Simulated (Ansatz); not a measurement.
Here is an Ansatz 0.2.0 calculation.

The input input.yaml:

```yaml
crystal:
  lattice:
    - [0.0, 2.1315, 2.1315]
    - [2.1315, 0.0, 2.1315]
    - [2.1315, 2.1315, 0.0]
  atoms:
    - { symbol: Co, position: [0.0, 0.0, 0.0], spin: 2.0 }
    - { symbol: O, position: [0.5, 0.5, 0.5] }
hamiltonian:
  xc: revpbe
  pseudopotentials: { kind: paw }
magnetization:
  spin_polarized: true
kpoints:
  mp_grid: { grid: [11, 11, 11] }
  band_path:
    path:
      - [[0.0, 0.0, 0.0], [0.5, 0.0, 0.5], [0.5, 0.25, 0.75], [0.375, 0.375, 0.75], [0.0, 0.0, 0.0], [0.5, 0.5, 0.5], [0.625, 0.25, 0.625], [0.5, 0.25, 0.75], [0.5, 0.5, 0.5], [0.375, 0.375, 0.75]]
      - [[0.625, 0.25, 0.625], [0.5, 0.0, 0.5]]
    npoints: 14
scf:
  occupations: { method: fermi_dirac, width: 0.05 }
  n_extra_bands: 6
output:
  forces: true
  stress: true
  eigenvalues: true
  fatbands: false
```

Potentials or basis: Ansatz PAW.

Command:

```console
$ ansatz run input.yaml --threads 2 --pin off --max-ram 5632MiB --backend cpu --events-out ev --progress --plain --runs-dir out
```

Question: Predict the band gap on the k mesh.

Answer: None (metal or under the smearing width).

Question: What does it give for the absolute moment?

Answer: 2.97 μB per cell.

Question: Predict the site moments.

Answer: Co +2.51; O +0.32 μB.

Levels at the corners of the path, in eV from the Fermi level:
Spin up:
```csv
point,band 9,band 10,band 11,band 12,band 13,band 14,band 15,band 16,band 17,band 18
Γ,-3.16,-3.16,-3.12,-3.12,-3.12,0.93,16.77,18.02,18.02,18.02
X,-3.96,-2.98,-2.49,-2.12,-2.12,5.81,9.78,11.61,15.65,15.65
W,-2.61,-2.33,-2.33,-2.12,-1.41,8.04,9.96,9.96,12.62,20.96
K,-2.99,-2.25,-2.11,-1.99,-1.35,7.38,9.64,9.77,14.97,17.56
Γ,-3.16,-3.16,-3.12,-3.12,-3.12,0.93,16.77,18.02,18.02,18.02
L,-2.41,-2.41,-1.85,0.05,0.05,5.02,9.29,13.36,13.36,20.34
U,-2.99,-2.25,-2.11,-1.99,-1.35,7.38,9.64,9.77,14.97,17.56
W,-2.61,-2.33,-2.33,-2.12,-1.41,8.04,9.96,9.96,12.62,20.96
L,-2.41,-2.41,-1.85,0.05,0.05,5.02,9.29,13.36,13.36,20.34
K,-2.99,-2.25,-2.11,-1.99,-1.35,7.38,9.64,9.77,14.97,17.56
U,-2.99,-2.25,-2.11,-1.99,-1.35,7.38,9.64,9.77,14.97,17.56
X,-3.96,-2.98,-2.49,-2.12,-2.12,5.81,9.78,11.61,15.65,15.65
```
Spin down:
```tsv
point	band 7	band 8	band 9	band 10	band 11	band 12	band 13	band 14
Γ	-2.59	-2.59	-1.09	-1.09	-1.09	0.16	0.16	1.47
X	-3.85	-3.85	-2.22	0.13	0.13	0.63	1.07	6.70
W	-5.62	-5.01	-0.38	-0.38	0.14	0.97	1.70	8.99
K	-5.65	-4.30	-1.01	-0.02	0.15	1.21	1.68	8.22
Γ	-2.59	-2.59	-1.09	-1.09	-1.09	0.16	0.16	1.47
L	-4.62	-4.62	-0.12	-0.12	0.18	2.77	2.77	5.29
U	-5.65	-4.30	-1.01	-0.02	0.15	1.21	1.68	8.22
W	-5.62	-5.01	-0.38	-0.38	0.14	0.97	1.70	8.99
L	-4.62	-4.62	-0.12	-0.12	0.18	2.77	2.77	5.29
K	-5.65	-4.30	-1.01	-0.02	0.15	1.21	1.68	8.22
U	-5.65	-4.30	-1.01	-0.02	0.15	1.21	1.68	8.22
X	-3.85	-3.85	-2.22	0.13	0.13	0.63	1.07	6.70
```

Caveat: a cell with one magnetic atom can't hold antiferromagnetic order, which such compounds often take; semilocal functionals often make such compounds metallic where correlation or magnetic order opens a gap, which also shifts bond lengths. With open d or f shells a metallic result of revPBE can be an artefact of self-interaction; +U or a hybrid may open a gap.
